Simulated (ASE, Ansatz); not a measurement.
**Convergence of a linear-scaling basis for Al-Ir Mackay icosahedron of 55 atoms (core-shell)**

Aim: test how closely localised support functions follow the reference on Al-Ir Mackay icosahedron of 55 atoms (core-shell), and at what cost. A setting counts as converged where the r.m.s. difference of forces stays under 1 % of the r.m.s. force.

Calculated with Ansatz 0.2.0; Kohn-Sham DFT, PBE, PAW (set soft_2), plane waves.

**1. The starting structure**

The cell holds 55 atoms: 15 Ir and 40 Al. Cell: a = 19.744 Å, b = 19.744 Å, c = 19.744 Å, α = 90.0°, β = 90.0°, γ = 90.0°. It derives from Al and Ir. Mackay icosahedron of 55 atoms at a = 4.05 Å, 10 Å of vacuum, the 15 innermost atoms Ir; every coordinate displaced by a Gaussian of 0.05 Å. Vacuum lies along a, b and c.

What the set-up can't give: The main run has no spin polarisation, so any moments at edges, vacancies or dangling bonds can't form in it. The electron count is odd and the run has no spin polarisation, so levels at the top are partly filled by construction. The levels lack spin–orbit coupling, which is large for the heavy elements here.

**2. Plane-wave single point**

This run is the reference for what follows, at a cutoff of 420 eV.

input.yaml reads:

```yaml
crystal:
  lattice:
    - [19.74432, 0.0, 0.0]
    - [0.0, 19.74432, 0.0]
    - [0.0, 0.0, 19.74432]
  atoms:
    - { symbol: Ir, position: [0.49787, 0.50035, 0.49985] }
    - { symbol: Ir, position: [0.62189, 0.50367, 0.42172] }
    - { symbol: Ir, position: [0.62369, 0.50102, 0.57717] }
    - { symbol: Ir, position: [0.37629, 0.49662, 0.42539] }
    - { symbol: Ir, position: [0.37896, 0.50444, 0.57996] }
    - { symbol: Ir, position: [0.4235, 0.62088, 0.49941] }
    - { symbol: Ir, position: [0.57272, 0.6224, 0.50362] }
    - { symbol: Ir, position: [0.42182, 0.37786, 0.5012] }
    - { symbol: Ir, position: [0.57058, 0.38127, 0.5032] }
    - { symbol: Ir, position: [0.49931, 0.42582, 0.62477] }
    - { symbol: Ir, position: [0.50184, 0.57542, 0.62438] }
    - { symbol: Ir, position: [0.50255, 0.42257, 0.37552] }
    - { symbol: Ir, position: [0.50138, 0.576, 0.37652] }
    - { symbol: Al, position: [0.75123, 0.4995, 0.35161] }
    - { symbol: Ir, position: [0.74802, 0.50251, 0.50271] }
    - { symbol: Al, position: [0.74221, 0.50506, 0.65369] }
    - { symbol: Al, position: [0.25056, 0.49928, 0.34842] }
    - { symbol: Ir, position: [0.2523, 0.49897, 0.49855] }
    - { symbol: Al, position: [0.25201, 0.49895, 0.65679] }
    - { symbol: Al, position: [0.34528, 0.74623, 0.50029] }
    - { symbol: Al, position: [0.49964, 0.74394, 0.49982] }
    - { symbol: Al, position: [0.65639, 0.74849, 0.49901] }
    - { symbol: Al, position: [0.34673, 0.25314, 0.502] }
    - { symbol: Al, position: [0.50022, 0.25268, 0.50721] }
    - { symbol: Al, position: [0.64936, 0.25348, 0.49829] }
    - { symbol: Al, position: [0.50214, 0.34561, 0.74789] }
    - { symbol: Al, position: [0.49844, 0.49694, 0.74587] }
    - { symbol: Al, position: [0.4971, 0.64899, 0.74752] }
    - { symbol: Al, position: [0.49665, 0.3473, 0.25129] }
    - { symbol: Al, position: [0.50151, 0.49528, 0.25204] }
    - { symbol: Al, position: [0.50154, 0.65488, 0.25382] }
    - { symbol: Al, position: [0.61964, 0.41954, 0.70176] }
    - { symbol: Al, position: [0.6217, 0.57675, 0.69349] }
    - { symbol: Al, position: [0.62342, 0.42542, 0.29903] }
    - { symbol: Al, position: [0.62279, 0.57576, 0.2965] }
    - { symbol: Al, position: [0.378, 0.42956, 0.701] }
    - { symbol: Al, position: [0.37799, 0.57366, 0.69938] }
    - { symbol: Al, position: [0.37679, 0.42101, 0.30116] }
    - { symbol: Al, position: [0.37601, 0.57759, 0.30529] }
    - { symbol: Al, position: [0.70016, 0.61819, 0.42148] }
    - { symbol: Al, position: [0.7012, 0.62162, 0.57115] }
    - { symbol: Al, position: [0.30299, 0.62457, 0.42507] }
    - { symbol: Al, position: [0.30105, 0.62441, 0.57462] }
    - { symbol: Al, position: [0.70338, 0.37502, 0.42311] }
    - { symbol: Al, position: [0.69784, 0.37152, 0.57373] }
    - { symbol: Al, position: [0.29924, 0.37744, 0.42478] }
    - { symbol: Al, position: [0.30164, 0.37694, 0.57847] }
    - { symbol: Al, position: [0.42107, 0.69639, 0.62205] }
    - { symbol: Al, position: [0.57717, 0.69951, 0.6218] }
    - { symbol: Al, position: [0.4252, 0.30179, 0.62321] }
    - { symbol: Al, position: [0.57805, 0.29715, 0.62507] }
    - { symbol: Al, position: [0.42312, 0.69784, 0.37548] }
    - { symbol: Al, position: [0.57378, 0.70337, 0.37723] }
    - { symbol: Al, position: [0.42345, 0.30495, 0.38073] }
    - { symbol: Al, position: [0.57723, 0.29503, 0.37213] }
kpoints:
  mp_grid: { grid: [1, 1, 1] }
hamiltonian:
  xc: pbe
scf:
  occupations: { method: fermi_dirac, width: 0.1 }
output:
  forces: true
  populations: true
  dos:
    method: { smearing: { sigma: 0.08 } }
    de: 0.1
    projected:
      site_lists:
        Al: [Al]
        Ir: [Ir]
        core: [0, 1, 2, 3, 4, 5, 6, 7, 8, 9, 10, 11, 12, 14, 17]
  eigenvalues: true
  write_density: true
  write_potential: true
  volumetric_format: npy
  elf: true
```

The run is started by

```console
$ ansatz run input.yaml --threads 4 --pin off --max-ram 8192MiB --backend cpu --events-out ev --progress --plain --runs-dir out
```

Numbers of over 12 decimals in the logs are rounded to 6 here.

The log of the run:

```text
Engine: ansatz 0.2.0, aarch64-unknown-linux-gnu
Pseudopotentials: kind: paw
Pseudopotential: Ir, paw, valence charge 17, recommended cutoff 420 eV (normal), Ir.paw.azcp
Pseudopotential: Al, paw, valence charge 3, recommended cutoff 420 eV (normal), Al.paw.azcp
[... 5 lines on functional and potentials left out ...]
Crystal: 55 atoms, lattice volume = 7697.090 Å³
Basis set: ecut = 420 eV, 150165 PW (Γ), exchange–correlation on 270×270×270 points (8 copies of the dense FFT grid, shifted against one another)
Bands: 243, of which v1, the nominal top of the filled ones, is band 188 counted from 1 (187 counted from 0)
Symmetry: 1 space group operations
Space group: P1 (ITA 1), of the structure as read, at distance tolerance 2.0e-4 Å
k-points: 1
[... 5 lines on functional and potentials left out ...]
Initial density: superposition of atomic densities (neutral atoms: chi_scale 0, normalization atom), corrected by the library's trained network
Initial wavefunctions: pseudopotential atomic-orbital guess
Functional: x = pbe(κ = 0.804, μ = 0.219515), c = pbe(β = 0.066725)
SCF iter   1: F=—  HF=-200492.754435 eV  |F-HF|=—  |Δ(HF+E_count)|=         —  Δρ=4.16e-3  dr2=6.41e0  ethr=1.77e-3  ⟨swp⟩=8.0  Hψ=1120  notcnv=0  defer=1
preconditioner: auto → LDOS  [metal: Δε(μ)=0.167 eV  Ē_g=4.524 eV  σ=0.100 eV  W_gap=0.35  n_scr=586 (ndim 8)  ℏωp=6.8 eV  f_vac=0.758  D(μ)=52.60/eV (n_scr^D=178)  β→1.0]
SCF iter   2: F=—  HF=-200492.498304 eV  |F-HF|=—  |Δ(HF+E_count)|=   2.56e-1  Δρ=1.59e-3  dr2=2.04e-1  ethr=1.71e-3  ⟨swp⟩=1.0  Hψ=280  notcnv=0  defer=1
SCF iter   3: F=—  HF=-200492.507939 eV  |F-HF|=—  |Δ(HF+E_count)|=   9.64e-3  Δρ=8.95e-4  dr2=8.30e-2  ethr=5.45e-5  ⟨swp⟩=2.0  Hψ=424  notcnv=0  defer=9
SCF iter   4: F=—  HF=-200492.495629 eV  |F-HF|=—  |Δ(HF+E_count)|=   1.23e-2  Δρ=2.01e-4  dr2=5.61e-3  ethr=2.21e-5  ⟨swp⟩=2.0  Hψ=398  notcnv=0  defer=9
SCF iter   5: F=—  HF=-200492.495468 eV  |F-HF|=—  |Δ(HF+E_count)|=   1.61e-4  Δρ=6.14e-5  dr2=8.11e-4  ethr=1.50e-6  ⟨swp⟩=2.0  Hψ=368  notcnv=0  defer=9
SCF iter   6: F=—  HF=-200492.495404 eV  |F-HF|=—  |Δ(HF+E_count)|=   6.40e-5  Δρ=3.13e-5  dr2=1.94e-4  ethr=2.16e-7  ⟨swp⟩=2.0  Hψ=354  notcnv=0  defer=9
SCF iter   7: F=—  HF=-200492.495316 eV  |F-HF|=—  |Δ(HF+E_count)|=   8.82e-5  Δρ=9.95e-6  dr2=2.15e-5  ethr=5.17e-8  ⟨swp⟩=2.0  Hψ=312  notcnv=0  defer=9
SCF iter   8: F=—  HF=-200492.496457 eV  |F-HF|=—  |Δ(HF+E_count)|=   1.14e-3  Δρ=4.16e-6  dr2=4.42e-6  ethr=5.72e-9  ⟨swp⟩=2.0  Hψ=373  notcnv=0  defer=9
SCF iter   9: F=—  HF=-200492.496458 eV  |F-HF|=—  |Δ(HF+E_count)|=   1.03e-6  Δρ=1.70e-6  dr2=7.05e-7  ethr=1.18e-9  ⟨swp⟩=2.0  Hψ=313  notcnv=0  defer=9
SCF iter  10: F=-200492.496459 eV  HF=-200492.496459 eV  |F-HF|=1.18e-7  |Δ(HF+E_count)|=   4.25e-7  Δρ=5.42e-7  dr2=6.60e-8  ethr=2.67e-11  ⟨swp⟩=25.0  Hψ=2029  notcnv=0
smearing: bands 186 to 189 share 4.795 electrons (they would hold 3.000 with every lower band full and every higher one empty; bands counted from 0; each is filled to between 0.5823 and 0.6352 of a full level; at each k-point the levels lie within 2.2e-2 eV, against a smearing width of 0.1000 eV). The entropy term TS of this state is 1.9910 eV
SCF 1 converged in 10 iterations: F = -200492.496459 eV  dr2 = 6.60e-8
  greatest PAW one-centre occupation: 1.000 electrons in one spin orbital (limit 2), on the Ir atom at site 0 (counted from 0), in its partial waves of l = 0
WARN: The output density's exchange-correlation potential varies sharply where the density is thin. Do not read a vacuum level from v_tot or v_xc, or from such a field of the output density. On a cell that repeats whose density bears no net charge and no dipole along the vacuum's axis use v_es (v_loc + v_h of the components); [...]
SCF converged after 10 iterations
Free energy (F): -200492.496459 eV
Harris-Foulkes:  -200492.496459 eV  (|F-HF|=1.18e-7)
Internal energy: -200490.505409 eV  (E = F + TS)
E sigma→0 (E₀):  -200491.500934 eV
Entropy (-TS):   -1.991050 eV (-36.201 meV/atom)
Fermi energy:    -2.839329 eV
--- Per-component energies (eV) ---
  E_band       = -8850.503202
  E_kinetic    = 10023.347899
  E_local      = -239937.791785  (includes V_loc(G=0)·N_el)
  E_nonlocal   = 1525.170791
  E_hartree    = 114317.218938
  E_xc         = -5475.441045
  E_vxc        = -5478.387213  (∫ρ·V_xc dr)
  E_paw        = -157033.010662  (= ΣΔE_a)
  E_vpaw       = -3617.218636  (= ΣTr[D̂ρ^β])
  E_aug_tail   = 0.000874  (compensation charges beyond the density's cutoff)
  E_ewald      = 76089.999582
  E_smearing   = -1.991050  (= −TS)
  E_closure    = -0.000000  (closes the sum)
  Σ components = -200492.496459   (vs F -200492.496459, Δ=0.00e0)
--- Forces (eV/Å), atoms counted from 1 ---
  atom   1  Ir     0.12363966    -0.03353950    -0.10720432
  atom   2  Ir    -0.42177754    -0.13795917     0.66221003
  atom   3  Ir    -0.40915887    -0.16805435    -0.75877118
  atom   4  Ir     0.43444846     0.10212839     0.64164624
  atom   5  Ir     0.26968612    -0.03816375    -0.72938369
  atom   6  Ir     0.24124738    -0.47840498    -0.11237801
  atom   7  Ir    -0.16847517    -0.46058394    -0.00892086
  atom   8  Ir     0.26741414     0.44861778    -0.02528937
  atom   9  Ir    -0.12701433     0.29307119    -0.01751845
  atom  10  Ir     0.00797431     0.32554982    -0.70272855
  atom  11  Ir     0.05380355    -0.39739158    -0.61686240
  atom  12  Ir     0.00116785     0.39771476     0.73516082
  atom  13  Ir    -0.02058182    -0.42928069     0.47585784
  atom  14  Al    -0.93484623    -0.08520555     1.05578039
[...]
atom  54  Al     0.47502768     0.99347406     0.66375736
  atom  55  Al    -0.39297071     1.11263916     0.71062466
  max |Σ_I F_I| component: 2.38e-5 eV/Å
--- Band table (eV) ---
  k-point 0: bands = ["-94.9998", "-94.4645", "-94.4564", "-94.4507", [... 227 levels ...], "0.0873", "0.2758", "0.4814", "0.5295", "0.5433", "0.5582", "0.5717", "0.6011", "0.6175", "0.6367", "0.6607", "0.8008"]
--- Löwdin populations: 55 sites ---
  site symbol       q [e]
     0     Ir     16.8353
     1     Ir     16.7470
     2     Ir     16.7318
[...]
54     Al      2.9738
  spilling = 0.010996 (of n_electrons = 375.000000)
```

Elapsed: 75 s, on 4 threads of Arm Neoverse V2, shared host; peak memory 6 GiB; 4.8 min of CPU time.

The program notes that the exchange-correlation potential is rough where the density is thin. Further notices: open shared shell at semilocal close.

Numbers from this run:

```yaml
free_energy: -200492.4965 eV
free_energy_per_atom: -3645.3181 eV/atom
scf_cycles: 10
r_m_s_force_component: 0.731 eV/Å
longest_force: 2.728 eV/Å
fermi_energy: -2.839 eV
levels_partly_filled_by_over_2_per_cent: 25
spilling_of_the_projection: 0.011
```

The r.m.s. force component of 0.73 eV/Å sets the scale for the differences below.

**3. Support functions medium, spacing 0.45 Å**

The grid spacing sets how fine a wave the support functions can hold.

This step: Kohn-Sham DFT, PBE, PAW (set soft_2), localised support functions (medium) (Ansatz 0.2.0).

input.yaml, the sections that differ from step 2:

```yaml
scf:
  occupations: { method: fermi_dirac, width: 0.1 }
  eigensolver: { kind: { support_functions: { accuracy: medium, spacing: 0.45 } } }
  mixing: { beta: 0.4 }
  max_iter: 150
output:
  forces: true
  eigenvalues: true
# crystal, kpoints, hamiltonian: as in step 2
```

The log of the run:

```text
Warning: scf.eigensolver.kind.support_functions: disabling space-group detection — the functions' gradient is summed over unrotated k-points, so no spatial operation reduces the k-mesh or symmetrises the density; time reversal is kept, so that k and −k are solved as one point where they differ and the mesh holds both, and exact exchange and, on two spinor components, a DFT+U term hold to it where the run has them: [...]
settings of this run that can trade accuracy for cost: scf.eigensolver.kind.support_functions [...]
[...]
Crystal: 55 atoms, lattice volume = 7697.090 Å³
Basis set: ecut = 420 eV, 150165 PW (Γ), exchange–correlation on 270×270×270 points (8 copies of the dense FFT grid, shifted against one another)
Bands: 225, of which v1, the nominal top of the filled ones, is band 188 counted from 1 (187 counted from 0)
Symmetry: 1 space group operations
k-points: 1
[...]
SCF iter   1: F=—  HF=-200488.393614 eV  |F-HF|=—  |Δ(HF+E_count)|=         —  Δρ=2.47e-2  dr2=3.01e2  ethr=1.00e-1
[...]
SCF iter  36: F=-200488.740832 eV  HF=-200488.740796 eV  |F-HF|=3.59e-5  |Δ(HF+E_count)|=   8.59e-7  Δρ=1.53e-6  dr2=8.52e-7  ethr=4.82e-10
SCF 1 converged in 36 iterations: F = -200488.742987 eV  dr2 = 8.52e-7
[...]
SCF converged after 36 iterations
Stability not checked: this state was not tested for a lower state beside it, because the mixer in use, unlike msr1, does not test its closes by its own steps (another_mixer; see scf.mixing.algorithm and scf.lower_state_search)
Free energy (F): -200488.742987 eV
[...]
Internal energy: -200486.723348 eV  (E = F + TS)
E sigma→0 (E₀):  -200487.733167 eV
Entropy (-TS):   -2.019639 eV (-36.721 meV/atom)
Fermi energy:    -2.839476 eV
[...]
--- Forces (eV/Å), atoms counted from 1 ---
  atom   1  Ir     0.55789112    -0.09789507    -0.07492105
  atom   2  Ir     0.54638111    -0.93279212    -0.67361560
  atom   3  Ir     0.13805897    -0.36837101     0.36319193
  atom   4  Ir    -0.16801845     0.96025994    -0.01282251
  atom   5  Ir    -0.76383871    -0.92400442     0.53473186
  atom   6  Ir    -1.09714997     0.50244034     0.08809663
  atom   7  Ir    -0.06690571     0.44271608    -1.05710482
  atom   8  Ir    -1.11784192    -0.28710167    -0.38379566
  atom   9  Ir    -0.91264618    -0.87333055    -1.09052735
  atom  10  Ir     0.21586270    -0.36200434    -0.54608077
  atom  11  Ir    -0.47485528     0.68389018    -0.33421934
  atom  12  Ir    -0.67460838    -0.83355090     0.47312285
  atom  13  Ir    -0.42453963     0.60043175    -0.02892796
  atom  14  Al    -0.95470348    -0.08847944     1.04801357
[...]
atom  54  Al     0.47989255     1.01771768     0.65975899
  atom  55  Al    -0.39252567     1.10536379     0.70233433
  max |Σ_I F_I| component: 4.53e0 eV/Å
--- Band table (eV) ---
[...]
```

The job ended after 2.3 min (4 threads; peak memory 3.9 GiB).

The program notes that the band table was not solved further than the SCF left it, the forces don't sum to zero within tolerance, the grid leaves an egg-box force and it switched symmetry off. Further notices: vacuum switching off with vacuum.

Forces differ from the reference by 403 meV/Å r.m.s., 55 % of their size, far over a tolerance of 1 %; the energy by +68 meV/atom. It took 2.3 min and 36 cycles; the reference's time can't be set against it, since the two runs asked for unlike analyses. The setting is coarser than the default on purpose.

**4. Support functions medium, spacing 0.375 Å**

The grid spacing sets how fine a wave the support functions can hold.

input.yaml, the sections that differ from step 3:

```yaml
scf:
  occupations: { method: fermi_dirac, width: 0.1 }
  eigensolver: { kind: { support_functions: { accuracy: medium, spacing: 0.375 } } }
  mixing: { beta: 0.4 }
  max_iter: 150
# crystal, kpoints, hamiltonian, output: as in step 3
```

The log of the run:

```text
[...]
Crystal: 55 atoms, lattice volume = 7697.090 Å³
Basis set: ecut = 420 eV, 150165 PW (Γ), exchange–correlation on 270×270×270 points (8 copies of the dense FFT grid, shifted against one another)
Bands: 225, of which v1, the nominal top of the filled ones, is band 188 counted from 1 (187 counted from 0)
Symmetry: 1 space group operations
k-points: 1
[...]
SCF iter   1: F=—  HF=-200496.296423 eV  |F-HF|=—  |Δ(HF+E_count)|=         —  Δρ=2.36e-2  dr2=3.16e2  ethr=1.00e-1
[...]
SCF iter  24: F=-200493.584887 eV  HF=-200493.584789 eV  |F-HF|=9.87e-5  |Δ(HF+E_count)|=   9.76e-5  Δρ=1.65e-6  dr2=1.09e-6  ethr=7.48e-10
[...]
SCF 1 converged in 24 iterations: F = -200493.588096 eV  dr2 = 1.09e-6
[...]
SCF converged after 24 iterations
[...]
Free energy (F): -200493.588096 eV
[...]
Internal energy: -200491.603813 eV  (E = F + TS)
E sigma→0 (E₀):  -200492.595954 eV
Entropy (-TS):   -1.984283 eV (-36.078 meV/atom)
Fermi energy:    -2.841276 eV
[...]
--- Forces (eV/Å), atoms counted from 1 ---
  atom   1  Ir     0.10137929    -0.02470494    -0.10889241
  atom   2  Ir    -0.52490685     0.03712451     0.61542078
  atom   3  Ir    -0.49681462    -0.09676746    -0.72662462
  atom   4  Ir     0.53027438    -0.05563246     0.68101404
  atom   5  Ir     0.36463992     0.13252743    -0.71636228
  atom   6  Ir     0.13936806    -0.58939643    -0.14172159
  atom   7  Ir    -0.26864589    -0.60799433     0.10579153
  atom   8  Ir     0.15446872     0.58335120     0.03941411
  atom   9  Ir    -0.32576330     0.35721841     0.11447986
  atom  10  Ir    -0.01494106     0.33740800    -0.81243389
  atom  11  Ir     0.13759861    -0.33573341    -0.73447371
  atom  12  Ir     0.10532133     0.34658523     0.87594675
  atom  13  Ir     0.04588458    -0.41165219     0.60883194
  atom  14  Al    -0.92751456    -0.08433244     1.05162154
[...]
atom  54  Al     0.47154708     0.99348788     0.66203931
  atom  55  Al    -0.38865304     1.10827533     0.70913663
  max |Σ_I F_I| component: 3.89e-1 eV/Å
--- Band table (eV) ---
[...]
```

It took 2 min on 4 threads; peak memory 4.2 GiB.

Forces differ from the reference by 54 meV/Å r.m.s., 7.4 % of their size, far over a tolerance of 1 %; the energy by -20 meV/atom. It took 2 min and 24 cycles; the reference's time can't be set against it, since the two runs asked for unlike analyses. The setting is coarser than the default on purpose.

[end of part 1 of 2]

[Logs are printed without paths, hosts, clocks, repeated set-up lines and the standing remarks that a program may print on its own settings, such as how far it seeks lower states.]

[Hosts, paths, dates, database ids (printed as entryN), source tags and the programs' standing remarks are cut or masked in the printed files.]
